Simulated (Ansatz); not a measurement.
Input:

```
AlSb
1.0
    0.00000     2.96809     2.96809
    2.96809     0.00000     2.96809
    2.96809     2.96809     0.00000
Sb Al
1 1
Direct
  0.75000   0.75000   0.75000
  0.00000   0.00000   0.00000
```

No spin polarisation.

Computed with PBEsol, PAW, 420 eV (Ansatz, a quantum-chemistry and plane-wave program; no spin-orbit coupling). Settings: 13×13×13 k-points, 0.05 eV Fermi–Dirac smearing.

Problem. Predict the smallest direct gap, band gap and width of the top valence band.

Solution. 
```json
{
 "smallest_direct_gap": "2.35 eV",
 "band_gap": "0.93 eV",
 "width_of_the_top_valence_band": "3.13 eV"
}
```

Spin-orbit coupling, missing from the scalar runs, can matter with Sb. Load acts through the strain it causes; cell and atoms are relaxed under it. No phonon test of stability was made. Tetrahedral semiconductors of this kind turn to denser phases somewhere between about 1 and 50 GPa; those were not computed, so compressed cells here can lie past the real transition. The cell was made from AlSb in the zinc blende structure (space group F-43m, No. 216) by this change: pressure 7.5 GPa.
